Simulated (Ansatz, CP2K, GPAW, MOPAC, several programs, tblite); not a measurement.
# SrTe from cheap methods to r2SCAN

How much accuracy does each second buy? SrTe is computed with 11 methods, from the cheapest up to r2SCAN.

Program: MOPAC, tblite, CP2K, GPAW, Ansatz (versions at each run). Level of theory: no spin polarisation, static lattice; gaps from single points on the cell relaxed beforehand with r²SCAN. These are calculated values, not measurements.

**1. The starting structure**

It takes space group Fm-3m (No. 225, cubic). The conventional cell has a = 6.706 Å, b = 6.706 Å, c = 6.706 Å, α = 90.00°, β = 90.00°, γ = 90.00°. Sr (site symmetry m-3m) has 6 Te at 3.35 Å as nearest neighbours. Te (site symmetry m-3m) is surrounded by 6 Sr at 3.35 Å.

Coordinates:

```
Sr Te
1.0
     0.00000    3.35276    3.35276
     3.35276    0.00000    3.35276
     3.35276    3.35276    0.00000
Sr Te
1 1
Direct
  0.00000 0.00000 0.00000
  0.50000 0.50000 0.50000
```

The structure type (rocksalt) is imposed and need not be the compound's stable one.

**Question.** The methods are PM6, PM7, GFN1-xTB (tblite), GFN2-xTB (tblite), PBE/DZVP, PBE/single-zeta, PBE/SZV, coarse PBE, GLLB-SC, PBE, r2SCAN. What gap does r2SCAN give on this cell, and which other methods (full PBE left aside) come nearest to r2SCAN and farthest in gap, volume and bulk modulus?

```
                                               quantity                                  value
                                                 r2SCAN  gap 2.17 eV, 37.69 Å³/atom, B₀ 35 GPa
         gap: nearest and farthest of the other methods    PBE/DZVP (-0.04 eV), PM7 (+5.71 eV)
      volume: nearest and farthest of the other methods   PBE/DZVP (+1.1 %), PBE/SZV (+11.9 %)
bulk modulus: nearest and farthest of the other methods       PBE/DZVP (-6 %), PBE/SZV (-20 %)
```

**Reading.** Among the 7 methods compared for the gap (full PBE left aside), PBE/DZVP is nearest to r2SCAN and PM7 farthest. For the volume, of the 2 methods compared (full PBE left aside), PBE/DZVP comes nearest to r2SCAN and PBE/SZV is farthest. For the bulk modulus, of the 2 methods compared (full PBE left aside), PBE/DZVP comes nearest to r2SCAN and PBE/SZV is farthest. A minimal basis or a coarse cutoff and mesh shifts results by its own error, so closeness to r2SCAN can be chance. Cluster runs see only the k-points that fold onto the zone centre, so their gaps can miss the band edges. GLLB-SC is compared with its derivative discontinuity added. GFN1-xTB (tblite), PM6 ended in an unphysical state and are left out of the comparison. No volume is given for PM7, GFN2-xTB (tblite), PBE/single-zeta, coarse PBE, which can hide a larger miss. CPU times run from 1.5 s (coarse PBE) to 23 s (PBE/single-zeta). On this cell GFN2-xTB (tblite), PBE/DZVP, PBE/single-zeta, GLLB-SC cost more than r2SCAN itself (9.4 s), so they are no saving here. r2SCAN is a yardstick, not the truth: it usually gives gaps below the measured ones. Spin-orbit coupling is left out throughout.
